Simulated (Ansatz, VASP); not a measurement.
# Two plane-wave programs on Ga

The input INCAR:

```
SYSTEM = Ga
ALGO     = Normal         ! electronic algorithm
EDIFF    = 1E-6           ! SCF threshold, eV
EDIFFG   = -0.005         ! ionic threshold
ENCUT    = 600            ! plane-wave cutoff, eV
GGA      = PS             ! functional
IBRION   = 2              ! ionic algorithm
ISIF     = 3              ! what is computed and relaxed
ISMEAR   = -1             ! smearing method
LASPH    = .TRUE.         ! aspherical terms in the spheres
LCHARG   = .FALSE.        ! write CHGCAR
LREAL    = .FALSE.        ! projectors in reciprocal space
LWAVE    = .FALSE.        ! write WAVECAR
NELM     = 80             ! most SCF steps
NSW      = 60             ! ionic steps
PREC     = Accurate       ! precision mode
SIGMA    = 0.1            ! smearing width, eV
```

Contents of KPOINTS:

```
k-points
0
G
  15 15 15
  0 0 0
```

Contents of POSCAR:

```
Ga
1.0
    2.7377415812      0.0000000000      0.0000000000
    0.0000000000      2.7377415812      0.0000000000
    0.0000000000      0.0000000000      2.7377415812
Ga
1
Direct
    0.0000000000      0.0000000000      0.0000000000
```

Input for Ansatz:

```yaml
crystal:
  lattice:
    - [2.7377415812, 0.0, 0.0]
    - [0.0, 2.7377415812, 0.0]
    - [0.0, 0.0, 2.7377415812]
  atoms:
    - { symbol: Ga, position: [0.0, 0.0, 0.0] }
kpoints:
  mp_grid: { grid: [15, 15, 15] }
scf:
  occupations: { method: fermi_dirac, width: 0.1 }
hamiltonian:
  xc: pbesol
  pseudopotentials: { kind: paw }
output:
  forces: true
  stress: true
  write_density: true
  write_potential: true
  elf: true
  volumetric_format: npy
relax:
  f_tol: 0.005
  max_steps: 40
  cell: {}
```

Alike in both runs: task relaxation of cell and atoms; functional PBEsol; k mesh 15 × 15 × 15; occupations fermi-dirac, width 0.1 eV; no spin polarisation.

|  | VASP | Ansatz |
| --- | --- | --- |
| version | VASP 6.6.1 | Ansatz 0.2.0 |
| potentials or method | VASP PAW PBE potentials, release 64 (Ga_d) | PAW with Ansatz's default frozen-core files, scalar-relativistic |
| plane-wave cutoff (eV) | 600 | 420 |
| valence electrons in the cell | 13 | 13 |

Ansatz gave:

* relaxed volume (Å³/atom): 18.83
* relaxed cell length with the largest relative difference (Å): 2.661
* energy change over the relaxation (meV/atom): -22

Question: Which values does VASP return?

Answer: Relaxed volume (Å³/atom): 18.88; relaxed cell length with the largest relative difference (Å): 2.663; energy change over the relaxation (meV/atom): -22.

Caveats: the PAW data sets were made with another functional, which shifts forces and pressure a little (VASP).
